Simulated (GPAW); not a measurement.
# KF (Carobbiite) (Fm-3m) in GPAW: further runs

The runs below take KF (Carobbiite) through single point, G0W0 quasiparticle levels, with TB-mBJ, LDA.

Program: GPAW 26.7.0. These are calculated values, not measurements. Logs are shortened: lines on timing, memory, paths and dates and some standing lists are left out, and cuts for length are marked. The log counts tension as positive stress, the text compression.

### 1 The crystal as given

It takes space group Fm-3m (No. 225, cubic). The conventional cell has a = 5.344 Å, b = 5.344 Å, c = 5.344 Å, α = 90.00°, β = 90.00°, γ = 90.00°. Around K (site symmetry m-3m) lie 6 F at 2.67 Å. Around F (site symmetry m-3m) lie 6 K at 2.67 Å.

### 2 Single point, TB-mBJ

Contents of run.py:

```python
from ase import Atoms
from ase.dft.bandgap import bandgap
from ase.io import write
from gpaw import GPAW, PW

atoms = Atoms(['K', 'F'],
              cell=[[0.0, 2.67185, 2.67185],
                    [2.67185, 0.0, 2.67185],
                    [2.67185, 2.67185, 0.0]],
              scaled_positions=[[0.0, 0.0, 0.0],
                                [0.5, 0.5, 0.5]],
              pbc=True)

calc = GPAW(mode=PW(800),
            xc='TB09',
            kpts={'size': (10, 10, 10), 'gamma': True},
            occupations={'name': 'fermi-dirac', 'width': 0.05},
            nbands=16,
            convergence={'density': 1e-05, 'energy': 1e-05},
            eigensolver='cg',
            maxiter=150,
            txt='gpaw.txt')
atoms.calc = calc
energy = atoms.get_potential_energy()
calc.write('gs.gpw')
write('result.traj', atoms)
print('Fermi level:', round(calc.get_fermi_level(), 4), 'eV')
print(f'Gap: {bandgap(calc)[0]:.4f} eV, direct: {bandgap(calc, direct=True)[0]:.4f} eV')
```

Potentials or basis: GPAW PAW data sets for LDA (gpaw-data 1.2.1), pw.

Command:

```sh
$ OMP_NUM_THREADS=1 python run.py
```

gpaw.txt:

```text
___ ___ ___ _ _ _
 |   |   |_  | | | |
 | | | | | . | | | |
 |__ |  _|___|_____|  26.7.0
 |___|_|

Input parameters:
  convergence: {density: 1e-05,
                energy: 1e-05}
  eigensolver: cg
  kpts: {gamma: True,
         size: (10, 10, 10)}
  maxiter: 150
  mode: {ecut: 800.0,
         name: pw}
  nbands: 16
  occupations: {name: fermi-dirac,
                width: 0.05}
  xc: TB09

System changes: positions, numbers, cell, pbc, initial_charges, initial_magmoms

Initialize ...

species:
  K:
    name:    Potassium
    Z:       19.0
    valence: 9
    core:    10
    charge:  0.0  # [|e|]
    compensation charges:
      type: gauss
      rc: 0.35  # [Å]
      lmax: 2
    cutoffs:
      filter: 1.91  # [Å]
      core: 1.27  # [Å]
    projectors
    | kind |    occ | energy [eV] | rcut [Å] |
    |------|--------|-------------|----------|
    |   3s |  2.000 |     -35.177 |    1.122 |
    |   4s |  1.000 |      -2.428 |    1.122 |
    |   3p |  6.000 |     -18.839 |    1.106 |
    |    p |        |       8.373 |    1.106 |
    |    d |        |       0.000 |    0.937 |

    Using partial waves for K as LCAO basis

  F:
    name:    Fluorine
    Z:       9.0
    valence: 7
    core:    2
    charge:  0.0  # [|e|]
    compensation charges:
      type: gauss
      rc: 0.20  # [Å]
      lmax: 2
    cutoffs:
      filter: 1.14  # [Å]
      core: 0.74  # [Å]
    projectors
    | kind |    occ | energy [eV] | rcut [Å] |
    |------|--------|-------------|----------|
    |   2s |  2.000 |     -29.647 |    0.635 |
    |   2p |  5.000 |     -11.293 |    0.635 |
    |    s |        |      -2.435 |    0.635 |
    |    p |        |      15.918 |    0.635 |
    |    d |        |       0.000 |    0.635 |

    Using partial waves for F as LCAO basis

Reference energy: -19039.628778  # eV

Spin-paired calculation

Convergence criteria:
 Maximum [total energy] change in last 3 cyles: 1e-05 eV / valence electron
 Maximum integral of absolute [dens]ity change: 1e-05 electrons / valence electron
 Maximum integral of absolute [eigenst]ate change: 4e-08 eV^2 / valence electron
 Maximum number of scf [iter]ations: 150
 (Square brackets indicate name in SCF output, whereas a 'c' in
 the SCF output indicates the quantity has converged.)

Symmetries present (total): 48

  ( 1  0  0)  ( 1  0  0)  ( 1  0  0)  ( 1  0  0)  ( 1  0 -1)  ( 1  0 -1)
  ( 1  0 -1)  ( 1 -1  0)  ( 0  1  0)  ( 0  0  1)  ( 1  0  0)  ( 1 -1  0)
  ( 1 -1  0)  ( 1  0 -1)  ( 0  0  1)  ( 0  1  0)  ( 1 -1  0)  ( 1  0  0)

  ( 1  0 -1)  ( 1  0 -1)  ( 1 -1  0)  ( 1 -1  0)  ( 1 -1  0)  ( 1 -1  0)
  ( 0  1 -1)  ( 0  0 -1)  ( 1  0  0)  ( 1  0 -1)  ( 0 -1  1)  ( 0 -1  0)
  ( 0  0 -1)  ( 0  1 -1)  ( 1  0 -1)  ( 1  0  0)  ( 0 -1  0)  ( 0 -1  1)

  ( 0  1  0)  ( 0  1  0)  ( 0  1  0)  ( 0  1  0)  ( 0  1 -1)  ( 0  1 -1)
  ( 1  0  0)  ( 0  1 -1)  ( 0  0  1)  (-1  1  0)  ( 1  0 -1)  ( 0  1  0)
  ( 0  0  1)  (-1  1  0)  ( 1  0  0)  ( 0  1 -1)  ( 0  0 -1)  (-1  1  0)

  ( 0  1 -1)  ( 0  1 -1)  ( 0  0  1)  ( 0  0  1)  ( 0  0  1)  ( 0  0  1)
  ( 0  0 -1)  (-1  1  0)  ( 1  0  0)  ( 0  1  0)  ( 0 -1  1)  (-1  0  1)
  ( 1  0 -1)  ( 0  1  0)  ( 0  1  0)  ( 1  0  0)  (-1  0  1)  ( 0 -1  1)

  ( 0  0 -1)  ( 0  0 -1)  ( 0  0 -1)  ( 0  0 -1)  ( 0 -1  1)  ( 0 -1  1)
  ( 1  0 -1)  ( 0  1 -1)  ( 0 -1  0)  (-1  0  0)  ( 1 -1  0)  ( 0  0  1)
  ( 0  1 -1)  ( 1  0 -1)  (-1  0  0)  ( 0 -1  0)  ( 0 -1  0)  (-1  0  1)

  ( 0 -1  1)  ( 0 -1  1)  ( 0 -1  0)  ( 0 -1  0)  ( 0 -1  0)  ( 0 -1  0)
  ( 0 -1  0)  (-1  0  1)  ( 1 -1  0)  ( 0  0 -1)  ( 0 -1  1)  (-1  0  0)
  ( 1 -1  0)  ( 0  0  1)  ( 0 -1  1)  (-1  0  0)  ( 1 -1  0)  ( 0  0 -1)

  (-1  1  0)  (-1  1  0)  (-1  1  0)  (-1  1  0)  (-1  0  1)  (-1  0  1)
  ( 0  1  0)  ( 0  1 -1)  (-1  0  1)  (-1  0  0)  ( 0  0  1)  ( 0 -1  1)
  ( 0  1 -1)  ( 0  1  0)  (-1  0  0)  (-1  0  1)  ( 0 -1  1)  ( 0  0  1)

  (-1  0  1)  (-1  0  1)  (-1  0  0)  (-1  0  0)  (-1  0  0)  (-1  0  0)
  (-1  1  0)  (-1  0  0)  ( 0  0 -1)  ( 0 -1  0)  (-1  1  0)  (-1  0  1)
  (-1  0  0)  (-1  1  0)  ( 0 -1  0)  ( 0  0 -1)  (-1  0  1)  (-1  1  0)

1000 k-points: 10 x 10 x 10 Monkhorst-Pack grid + [1/20,1/20,1/20]
47 k-points in the irreducible part of the Brillouin zone
       k-points in crystal coordinates                weights
   0:     0.00000000    0.00000000    0.00000000          1/1000
   1:     0.10000000    0.10000000    0.00000000          6/1000
   2:     0.10000000    0.10000000    0.10000000          8/1000
   3:     0.20000000    0.10000000    0.10000000         12/1000
   4:     0.20000000    0.20000000    0.00000000          6/1000
   5:     0.20000000    0.20000000    0.10000000         24/1000
   6:     0.20000000    0.20000000    0.20000000          8/1000
   7:     0.30000000    0.20000000    0.10000000         24/1000
   8:     0.30000000    0.20000000    0.20000000         24/1000
   9:     0.30000000    0.30000000    0.00000000          6/1000
          ...
  46:     0.50000000    0.50000000    0.50000000          4/1000

Wave functions: Plane wave expansion
  Cutoff energy: 800.000 eV
  Number of coefficients (min, max): 1917, 1984
  Pulay-stress correction: 0.000000 eV/Ang^3 (de/decut=0.000000)
  Using FFTW library
  ScaLapack parameters: grid=1x1, blocksize=None
  Wavefunction extrapolation:
    Improved wavefunction reuse through dual PAW basis

Occupation numbers: Fermi-Dirac:
  width: 0.0500  # eV

Eigensolver
   CG(niter=4, rtol=3.0e-01)

Densities:
  Coarse grid: 25*25*25 grid
  Fine grid: 50*50*50 grid
  Total Charge: 0.000000

Density mixing:
  Method: separate
  Backend: msr1
  Linear mixing parameter: 0.05
  old densities: 10
  Width of damping distribution: 1.1
  Damping of long wavelength oscillations: 20

Hamiltonian:
  XC and Coulomb potentials evaluated on a 50*50*50 grid
  Using the TB09 Exchange-Correlation functional
  External potential:
    NoExternalPotential

XC parameters: TB09 with 2 nearest neighbor stencil

Number of atoms: 2
Number of atomic orbitals: 9
Number of bands in calculation: 16
Number of valence electrons: 16
Bands to converge: occupied

... initialized

Initializing position-dependent things.

Density initialized from atomic densities
Creating initial wave functions:
  9 bands from LCAO basis set
  7 bands from random numbers

               F

       K

Atomic positions and initial magnetic moments

Positions:
   0 K      0.000000    0.000000    0.000000    ( 0.0000,  0.0000,  0.0000)
   1 F      2.671850    2.671850    2.671850    ( 0.0000,  0.0000,  0.0000)

Unit cell:
           periodic     x           y           z      points  spacing
  1. axis:    yes    0.000000    2.671850    2.671850    25     0.1234
  2. axis:    yes    2.671850    0.000000    2.671850    25     0.1234
  3. axis:    yes    2.671850    2.671850    0.000000    25     0.1234

  Lengths:   3.778567   3.778567   3.778567
  Angles:   60.000000  60.000000  60.000000

Effective grid spacing dv^(1/3) = 0.1347

iter:   1  1119.713717
iter:   2  1123.558567   +1.60  -1.04
iter:   3  1126.647451   +0.73  -1.12
iter:   4  1129.555269   -0.20  -1.24
iter:   5  1133.310353   -0.22  -1.42
iter:   6  1134.498410   -0.56  -1.76
iter:   7  1135.646842   -0.65  -2.08
iter:   8  1136.089537   -0.82  -2.16
iter:   9  1137.726776   -0.63  -2.06
iter:  10  1137.086322   -0.85  -2.00
iter:  11  1137.128906   -1.65  -2.29
[... 12 lines left out ...]
iter:  24  1136.042145   -4.45  -4.05
iter:  25  1136.042162   -5.13  -3.99
iter:  26  1136.061467   -5.33  -4.10
iter:  27  1136.053322   -5.74  -4.34
iter:  28  1136.051437   -5.55  -4.73
iter:  29  1136.042184   -6.19  -4.95
iter:  30  1136.053947   -5.63  -4.87
iter:  31  1136.047586   -5.85  -4.79
iter:  32  1136.055273   -6.32  -4.72
iter:  33  1136.052104   -6.40  -4.76
iter:  34  1136.058203   -6.54  -5.08c
iter:  35  1136.054345   -6.57  -5.00c
iter:  36  1136.054770   -6.75  -5.25c
iter:  37  1136.054225   -7.70c -5.21c
iter:  38  1136.054002   -7.55c -5.49c
iter:  39  1136.053589   -8.95c -5.46c
iter:  40  1136.053299   -8.29c -5.78c
iter:  41  1136.052799   -8.26c -6.04c
iter:  42  1136.053159   -8.18c -6.31c
iter:  43  1136.053105   -8.43c -6.23c
iter:  44  1136.053126c  -8.67c -6.14c

Converged after 44 iterations.

Dipole moment: (0.000000, 0.000000, 0.000000) |e|*Ang

Energy contributions relative to reference atoms: (reference = -19039.628778)

Kinetic:        +19.236596
Potential:       -7.747716
External:        +0.000000
XC:            +1126.827042
Entropy (-ST):   -0.000000
Local:           -2.262797
SIC:             +0.000000
--------------------------
Free energy:   +1136.053126
Extrapolated:  +1136.053126

Showing only first 2 kpts
 Kpt  Band  Eigenvalues  Occupancy
  0     6      1.67457    2.00000
  0     7      1.67507    2.00000
  0     8     11.89627    0.00000
  0     9     13.84412    0.00000

  1     6      1.66497    2.00000
  1     7      1.66530    2.00000
  1     8     12.20461    0.00000
  1     9     13.69633    0.00000

Fermi level: 2.90556

Gap: 10.221 eV
Transition (v -> c):
  (s=0, k=0, n=7, [0.00, 0.00, 0.00]) -> (s=0, k=0, n=8, [0.00, 0.00, 0.00])
No difference between direct/indirect transitions
Writing to gs.gpw (mode='')
```

Wall time 1.7 min (1 thread of Arm Neoverse V1, shared host); peak memory 0.24 GiB.

Results:

```
Band gap on the k mesh : 10.22 eV, direct
```

Levels at points of the mesh, in eV from the valence-band top:
```tsv
k point	band 4	band 5	band 6	band 7	band 8	band 9	band 10	band 11	band 12
(0.00, 0.00, 0.00)	-10.44	-10.44	0.00	0.00	0.00	10.22	12.17	12.17	12.17
(0.50, 0.50, 0.00)	-10.56	-10.56	-0.13	-0.04	-0.04	10.88	11.89	13.50	13.97
(0.50, 0.50, 0.50)	-10.46	-10.46	-0.44	-0.23	-0.23	11.68	12.91	12.91	13.98
```

Caveat: a model potential gives levels but no total energy. A k mesh can miss the band edges.

### 3 G0W0 quasiparticle levels, LDA

Contents of run.py:

```python
import json
import numpy as np
from ase import Atoms
from ase.dft.bandgap import bandgap
from ase.io import write
from gpaw import GPAW, PW
from gpaw.response.g0w0 import G0W0

atoms = Atoms(['K', 'F'],
              cell=[[0.0, 2.67185, 2.67185],
                    [2.67185, 0.0, 2.67185],
                    [2.67185, 2.67185, 0.0]],
              scaled_positions=[[0.0, 0.0, 0.0],
                                [0.5, 0.5, 0.5]],
              pbc=True)

calc = GPAW(mode=PW(600),
            xc='LDA',
            kpts={'size': (4, 4, 4), 'gamma': True},
            occupations={'name': 'fermi-dirac', 'width': 0.001},
            nbands=16,
            convergence={'density': 1e-06},
            maxiter=150,
            txt='gpaw.txt')
atoms.calc = calc
energy = atoms.get_potential_energy()
calc.write('gs.gpw')
write('result.traj', atoms)
print(f'Energy: {energy:.6f} eV')
print('Fermi level:', round(calc.get_fermi_level(), 4), 'eV')
print(f'Gap: {bandgap(calc)[0]:.4f} eV, direct: {bandgap(calc, direct=True)[0]:.4f} eV')

calc.diagonalize_full_hamiltonian(nbands=163)
calc.write('full.gpw', mode='all')

ibz = calc.get_ibz_k_points()
gap, vbm, cbm = bandgap(calc, output=None)
gap, direct, _ = bandgap(calc, direct=True, output=None)
gamma = int(np.abs(ibz).sum(1).argmin())
kpts = sorted({gamma, vbm[1], cbm[1], direct[1]})
gw = G0W0(calc='full.gpw',
          filename='gw',
          ecut=150,
          ecut_extrapolation=True,
          relbands=(-2, 2),
          kpts=kpts,
          integrate_gamma='WS',
          ppa=True)
gw.calculate()
results = {mode: {key: np.asarray(r[key]).tolist() for key in ['f', 'eps', 'vxc', 'exx', 'sigma', 'Z', 'qp', 'sigma_eskn']}
           for mode, r in gw.all_results.items()}
json.dump({'kpts': ibz[kpts].tolist(), 'results': results}, open('gw.json', 'w'))
for mode, r in results.items():
    f, qp = np.array(r['f']), np.array(r['qp'])
    print(mode, 'quasiparticle energies (eV):')
    print(qp.round(3))
    print(mode, 'gap:', round(qp[f < 0.5].min() - qp[f > 0.5].max(), 4), 'eV')
```

Potentials or basis: the program's PAW data sets (release 1.2.1) made for this functional, pw.

Command:

```sh
$ OMP_NUM_THREADS=1 python run.py
```

gpaw.txt:

```text
__  _  _
 | _ |_)|_||  |
 |__||  | ||/\| - 26.7.0

Input parameters:
  mode=PW(ecut=600.0),
  convergence={'density': 1e-06},
  kpts=MonkhorstPack(size=(4, 4, 4), gamma=True),
  maxiter=150,
  nbands=16,
  occupations=Occupations(name='fermi-dirac', width=0.001),
  xc=XC(name='LDA')

Diagonalizing LCAO Hamiltonian
Converting LCAO to pw mode

               F

       K

Atoms  # Å, Bohr magnetons
|   | symbol |        x |        y |        z |    initial magnetic moments |
|---|--------|----------|----------|----------|-----------------------------|
| 0 |      K | 0.000000 | 0.000000 | 0.000000 | ( 0.0000,  0.0000,  0.0000) |
| 1 |      F | 2.671850 | 2.671850 | 2.671850 | ( 0.0000,  0.0000,  0.0000) |

Unit cell  # Å
| periodic |        x |        y |        z |  lengths |    angles |
|----------|----------|----------|----------|----------|-----------|
|      yes | 0.000000 | 2.671850 | 2.671850 | 3.778567 | 60.000000 |
|      yes | 2.671850 | 0.000000 | 2.671850 | 3.778567 | 60.000000 |
|      yes | 2.671850 | 2.671850 | 0.000000 | 3.778567 | 60.000000 |

Number of symmetries: 48
Symmetry operations  # r_c * U_cc + t_c -> r_c
|    | kind |            matrix            |
|----|------|------------------------------|
|  0 |  σ   |  1, 0, 0,  1, 0,-1,  1,-1, 0 |
|  1 |  C2  |  1, 0, 0,  1,-1, 0,  1, 0,-1 |
|  2 |  E   |  1, 0, 0,  0, 1, 0,  0, 0, 1 |
|  3 |  σ   |  1, 0, 0,  0, 0, 1,  0, 1, 0 |
|  4 |  C4  |  1, 0,-1,  1, 0, 0,  1,-1, 0 |
|  5 |  S6  |  1, 0,-1,  1,-1, 0,  1, 0, 0 |
|  6 |  σ   |  1, 0,-1,  0, 1,-1,  0, 0,-1 |
|  7 |  C3  |  1, 0,-1,  0, 0,-1,  0, 1,-1 |
[... 145 lines left out ...]
  Good broyden scale: 1.0
  Trust region scale: 1.0
  Backstep threshold: 4.0
  History deletion threshold: 6.0
  Fourier metric: weight=20.0, sigma=0.015

occupation numbers:
  Fermi-Dirac:
    width: 0.0010  # eV

poisson solver:
  ecut: 4800.0  # eV

xc functional:
  name: None

convergence criteria:
- Maximum integral of absolute [dens]ity change: 1e-06 electrons / valence electron
- Maximum [total energy] change in last 3 cyles: 0.0005 eV / valence electron
- Maximum integral of absolute [eigenst]ate change: 4e-08 eV^2 / valence electron
maximum number of iterations: 150

SCF iterations
|iter     | |      energy | eigst |  dens |
|---------|-|-------------|-------|-------|
|iter:   1| |   -9.871287 | -0.04 |       |
|iter:   2| |   -9.702378 | -2.24 | -1.18 |
|iter:   3| |   -9.197970 | -1.02 | -1.23 |
|iter:   4| |   -9.180572 | -2.71 | -1.54 |
|iter:   5| |   -9.177612 | -3.42 | -1.82 |
|iter:   6| |   -9.177679c| -4.78 | -2.50 |
|iter:   7| |   -9.177689c| -5.99 | -3.19 |
|iter:   8| |   -9.177690c| -7.64c| -3.69 |
|iter:   9| |   -9.177690c| -8.58c| -5.15 |
|iter:  10| |   -9.177690c| -9.40c| -5.48 |
|iter:  11| |   -9.177690c|-10.43c| -6.57c|

Converged in 11 steps
Energy contributions relative to reference atoms: (reference = -19039.628778)

Energy contributions:
  Kinetic:           3.949759
  Coulomb:          -3.133476
  Zero:             -0.475964
  External:          0.000000
  Xc:               -9.518008
  Entropy:          -0.000000
  Spinorbit:         0.000000
  ----------------------------
  Free energy:      -9.177690
  Extrapolated:     -9.177690

dipole moment: (-19.409537, -19.409537, -19.409537)  # |e|*Ang

Fermi level: 1.030
Eigenvalues  # (at kpt = [0.000, 0.000, 0.000])
| band index |      eig [eV] | occ [0-2] |
|------------|---------------|-----------|
|          0 |       -26.440 |     2.000 |
|          1 |       -19.061 |     2.000 |
|          2 |        -9.911 |     2.000 |
|          3 |        -9.911 |     2.000 |
|          4 |        -9.911 |     2.000 |
|          5 |        -0.799 |     2.000 |
[... 8 lines left out ...]
|         14 |        15.537 |     0.000 |
|         15 |        23.188 |     0.000 |

Gap: 5.802 eV
Transition (v -> c):
  (s=0, k=0, n=7, [0.00, 0.00, 0.00]) -> (s=0, k=0, n=8, [0.00, 0.00, 0.00])
No difference between direct/indirect transitions
# Writing to gs.gpw (mode='')

Matrix size: 1287x1287
# Writing to full.gpw (mode='all')
```

stdout:

```text
Energy: -9.177690 eV
Fermi level: 1.0295 eV
Gap: 5.8024 eV, direct: 5.8024 eV
IBZ(<points: 8, symmetries: 48>)
Occupied bands: 8
Calculating eigenvalues:
  k-points: 1
  Bands: 6-9 (inclusive)
HSE06-eigenvalue shifts:
  min: -7.434 eV
  ave: -0.938 eV
  max: 6.402 eV
GW quasiparticle energies (eV):
[[[-3.057 -3.056  6.623 12.442]]]
GW gap: 9.6793 eV
```

It took 3 min on 1 thread of Arm Neoverse V1, shared host; peak memory 0.39 GiB.

What came out:

- Free energy: -9.1777 eV
- Band gap on the k mesh, mean-field level: 5.80 eV, direct
- Quasiparticle gap: 9.68 eV
- Least direct quasiparticle gap: 9.68 eV

Caveat: the k mesh is coarse (spacing up to 0.51 Å⁻¹), so the values aren't converged; the quasiparticle gap is taken among the few k points that were corrected; the long-wavelength limit can be off by a per cent or two.
